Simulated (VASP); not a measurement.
# A VASP 6.6.1 single-point calculation on SrO

INCAR

```
ENCUT = 520
ISMEAR = 2
ISIF = 2
METAGGA = R2SCAN
NELECT = 15.9
NBANDS = 15
EDIFF = 1E-7
LWAVE = .FALSE.
LREAL = .FALSE.
LCHARG = .FALSE.
LASPH = .TRUE.
ALGO = Normal
IBRION = -1
PREC = Accurate
SIGMA = 0.1
NSW = 0
NELM = 100
```

KPOINTS

```
KPOINTS created by Atomic Simulation Environment
0
Monkhorst-Pack
8 8 8
0 0 0
```

POSCAR

```
Sr O
 1.0000000000000000
    -0.0000000000000000    2.5798923271472485    2.5798923271472485
     2.5798923271472485    0.0000000000000000    2.5798923271472485
     2.5798923271472485    2.5798923271472485   -0.0000000000000000
 Sr  O
   1   1
Cartesian
 -0.0000000000000000 -0.0000000000000000 -0.0000000000000000
  2.5798923271472485  2.5798923271472485  2.5798923271472485
```

The recommended PBE PAW datasets give the neutral cell 16 valence electrons.

Command

```
mpirun -np 1 vasp_std
```

**Question.** Predict the outcome of this run.

**Answer.** It converged. Results: pressure -1.6 GPa.

OSZICAR

```
N       E                     dE             d eps       ncg     rms          rms(c)
DAV:   1     0.492480165641E+02    0.49248E+02   -0.79464E+03  1800   0.983E+02
DAV:   2    -0.312142345560E+02   -0.80462E+02   -0.73730E+02  2447   0.228E+02
DAV:   3    -0.344189739808E+02   -0.32047E+01   -0.31628E+01  2470   0.400E+01
DAV:   4    -0.344757979075E+02   -0.56824E-01   -0.56802E-01  2070   0.529E+00
DAV:   5    -0.344771046460E+02   -0.13067E-02   -0.13067E-02  2322   0.648E-01    0.153E+01
DAV:   6    -0.270438629584E+02    0.74332E+01   -0.39008E+00  2542   0.156E+01    0.139E+01
DAV:   7    -0.271506299849E+02   -0.10677E+00   -0.18459E-01  1828   0.384E+00    0.786E+00
DAV:   8    -0.271744556053E+02   -0.23826E-01   -0.89506E-02  1842   0.313E+00    0.777E-01
DAV:   9    -0.271682720641E+02    0.61835E-02   -0.20233E-02  2297   0.132E+00    0.248E-01
DAV:  10    -0.271685437817E+02   -0.27172E-03   -0.16158E-03  1940   0.375E-01    0.134E-01
DAV:  11    -0.271687393905E+02   -0.19561E-03   -0.25206E-04  1842   0.180E-01    0.904E-02
DAV:  12    -0.271687182729E+02    0.21118E-04   -0.80207E-05  2150   0.826E-02    0.142E-02
DAV:  13    -0.271687163103E+02    0.19626E-05   -0.70288E-06  2381   0.283E-02    0.103E-02
DAV:  14    -0.271687162495E+02    0.60850E-07   -0.63266E-07  2006   0.780E-03
   1 F= -.27168716E+02 E0= -.27168666E+02  d E =-.201747E-03
```

The cell is charged and sits in a uniform background. The shifted mesh misses Γ, so a band edge there is missed.

For comparison, a separate r²SCAN run of the intended cell, on usual settings and not on those above, gives a gap of 3.75 eV on its mesh and a pressure of 0.5 GPa.
